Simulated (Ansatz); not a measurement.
The system is CoO.

```
CELL_PARAMETERS angstrom
1.42815 2.47363 0.00000
-4.28445 2.47363 0.00000
0.00000 0.00000 2.78761
ATOMIC_POSITIONS crystal
Co 0.00000 0.00000 0.00000
Co 0.50000 0.50000 0.00000
O 0.50000 0.83333 0.50000
O 0.00000 0.33333 0.50000
```

Measurements of this composition are mostly on another form, of space group No. 225.

The cell isn't the ideal one: another cell of the same crystal, with 4 atoms.

Base run:

| Item | Value |
| --- | --- |
| Program | Ansatz 0.2.0 |
| Functional | PBE |
| Potentials or basis | Ansatz PAW |
| Cutoff | 420 eV |
| Density cutoff | 1680 eV |
| k mesh | 7 × 4 × 7 |
| Occupations | gaussian, width 0.05 eV |
| Spin | collinear spin, antiferromagnetic start |
| Starting moments | [2.0, -2.0, 0.0, 0.0] μB |
| Hubbard terms | Co d U = 4 eV |

Its results: band gap on the k mesh 1.39 eV; pressure 3.7 GPa; net moment 0.00 μB per cell; site moments Co +2.54, -2.54; O +0.09, -0.09 μB; largest force 0.215 eV/Å.

**Question.** The run is repeated on the same cell with these changes: functional from PBE to LDA; hubbard terms from Co d U = 4 eV to Co d U = 6 eV. What comes out?

**Answer.** Band gap on the k mesh 1.49 eV; pressure -9.5 GPa; net moment 0.00 μB per cell; site moments Co +2.57, -2.57; O +0.08, -0.08 μB; largest force 0.230 eV/Å.

Several settings changed at once, so the effect can't be laid on one alone.

Caveats: the magnetic or orbital state may not be the lowest; odd divisions of the mesh miss points on the zone boundary, where band edges often lie, so the gap on the mesh can be too wide; the PAW data sets come from PBE, with cores solved anew for the run's functional, which leaves a small shift of forces and pressure (some runs).

A k mesh can miss the band edges.

Not every run made on this cell is shown here.
